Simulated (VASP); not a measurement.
Crystal: Ag.

```
CELL_PARAMETERS angstrom
-1.61159 1.61159 1.61159
1.61159 -1.61159 1.61159
1.61159 1.61159 -1.61159
ATOMIC_POSITIONS crystal
Ag 0.00000 0.00000 0.00000
```

This isn't the form of Ag at room conditions, which is fcc.

Base run:

* Program: VASP 6.6.1
* Functional: PBEsol
* Potentials or basis: VASP PAW PBE potentials, release 64 (Ag)
* Cutoff: 700 eV
* k mesh: 18 × 18 × 18
* Occupations: gaussian, width 0.1 eV
* Spin: no spin polarisation

Its results: band gap on the k mesh none (metal or under the smearing width); pressure 0.2 GPa.

Q: The run is repeated on the same cell with these changes: functional from PBEsol to r2SCAN; cutoff from 700 eV to 520 eV; further incar settings from ALGO = Fast; EDIFF = 1e-06 to ALGO = Normal; EDIFF = 1e-06. What comes out?

A: Band gap on the k mesh none (metal or under the smearing width); pressure 4.8 GPa.

Caveats: the PAW data sets were made with another functional, which shifts forces and pressure a little.
